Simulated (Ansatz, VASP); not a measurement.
# Two plane-wave programs on KBr

File INCAR:

```
PREC = Accurate ; ENCUT = 520
EDIFF = 1E-6 ; ISMEAR = -1
SIGMA = 0.05 ; LREAL = False
LASPH = True ; NELM = 60
ALGO = Fast ; ISIF = 2
LWAVE = False ; LCHARG = False
GGA = PE ; IBRION = 2
NSW = 60 ; EDIFFG = -0.01
```

File KPOINTS:

```
Automatic mesh
0
Gamma
  7 7 7
```

File POSCAR:

```
KBr
1.0
    0.0000000000      3.3000000000      3.3000000000
    3.2340000000      0.0000000000      3.3000000000
    3.2340000000      3.3000000000      0.0000000000
Br K
1 1
Direct
    0.5000000000      0.5000000000      0.5000000000
    0.0000000000      0.0000000000      0.0000000000
```

File input.yaml:

```yaml
crystal:
  lattice:
    - [0.0, 3.3, 3.3]
    - [3.234, 0.0, 3.3]
    - [3.234, 3.3, 0.0]
  atoms:
    - { symbol: Br, position: [0.5, 0.5, 0.5] }
    - { symbol: K, position: [0.0, 0.0, 0.0] }
hamiltonian:
  xc: pbe
  pseudopotentials: { kind: paw }
kpoints:
  mp_grid: { grid: [7, 7, 7] }
scf:
  occupations: { method: fermi_dirac, width: 0.05 }
output:
  forces: true
  stress: true
  eigenvalues: true
relax:
  f_tol: 0.01
  max_steps: 40
```

Change from the starting cell: strain = -0.02.

Alike in both runs: task relaxation of the atoms; functional PBE; k mesh 7 × 7 × 7; occupations fermi-dirac, width 0.05 eV; no spin polarisation.

```csv
,VASP,Ansatz
version,VASP 6.6.1,Ansatz 0.2.0
potentials or method,"VASP PAW PBE potentials, release 64 (Br, K_sv)",Ansatz PAW
plane-wave cutoff (eV),520,420
valence electrons in the cell,16,16
```

```tsv
	VASP	Ansatz	Ansatz less VASP
gap on the k mesh at the Fermi level, each at its own relaxed structure (eV)	4.48	4.48	0.000
```

Caveats: the relaxation stopped at its first step, so nothing moved; odd divisions of the mesh miss points on the zone boundary, where band edges often lie, so the gap on the mesh can be too wide (Ansatz).
